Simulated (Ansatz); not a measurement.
# ¹¹⁵In NMR of the central transition in In2O3

Cell: an entry of the Crystallography Open Database (COD), its atoms then relaxed with PBE in this cell.

```
CELL_PARAMETERS angstrom
2.74350 1.58396 4.83667
-2.74350 1.58396 4.83667
0.00000 -3.16792 4.83667
ATOMIC_POSITIONS crystal
In 0.35792 0.35792 0.35792
In 0.14208 0.14208 0.14208
In 0.64208 0.64208 0.64208
In 0.85792 0.85792 0.85792
O 0.54592 0.95408 0.25000
O 0.25000 0.54592 0.95408
O 0.95408 0.25000 0.54592
O 0.45408 0.04592 0.75000
O 0.75000 0.45408 0.04592
O 0.04592 0.75000 0.45408
```

Atom numbers follow the list; atoms alike are taken as one site, whose name carries the number of the first.

All values are calculated (Ansatz; DFT, LDA, plane waves and PAW, scalar-relativistic, 420 eV cutoff, Γ-centred 7×7×7 k-points, Fermi–Dirac smearing 0.02 eV), not measured.

¹¹⁵In has I = 9/2 and Q = 772.0 mb (Pyykkö 2018); at 23.5 T its Larmor frequency is ν₀ = 220.6 MHz (from the bare nuclear moment; shielding lowers the observed one by a per cent or two). Only the quadrupole interaction is simulated: positions count from each site's isotropic chemical shift, and shift anisotropy, dipolar and J coupling are left out.

(1) Simulate the second-order pattern (static powder, Gaussian broadening 10 kHz) of site In (6 O at 2.12–2.26 Å).

Results:

(1) The calculation gives C_Q = 89.7 MHz and η = 0.00, so ν_Q = 3.74 MHz and the centre of gravity lies at -230 ppm (-50.7 kHz).

offset (kHz), height and a bar:
```
   -186.2          0 
   -178.5          6 ##
   -170.9         68 ####################
   -163.2        100 ##############################
   -155.6         67 ####################
   -147.9         52 ###############
   -140.2         44 #############
   -132.6         39 ############
   -124.9         36 ###########
   -117.3         34 ##########
   -109.6         32 ##########
   -102.0         30 #########
    -94.3         29 #########
    -86.7         28 ########
    -79.0         27 ########
    -71.4         27 ########
    -63.7         27 ########
    -56.1         26 ########
    -48.4         25 ########
    -40.8         26 ########
    -33.1         25 ########
    -25.5         25 ########
    -17.8         25 #######
    -10.2         25 ########
     -2.5         24 #######
      5.1         20 ######
     12.8         20 ######
     20.4         21 ######
     28.1         22 ######
     35.8         22 #######
     43.4         24 #######
     51.1         25 ########
     58.7         28 ########
     66.4         31 #########
     74.0         36 ###########
     81.7         47 ##############
     89.3         71 #####################
     97.0         48 ##############
    104.6          4 #
    112.3          0
```

An axis of threefold or higher order runs through In, so V_zz lies along it and η is zero.

Without spin–orbit coupling (the program notes it for In) the gradients can shift somewhat, as the gap is small.

Hardware: 4 threads of Arm Neoverse V2 (aarch64; 8 cores open to the job, memory cap 8.0 GiB, no GPU), a shared host with a load of 0.7 a core. Wall time 6.6 s, CPU time 24 s, peak memory 0.65 GiB.
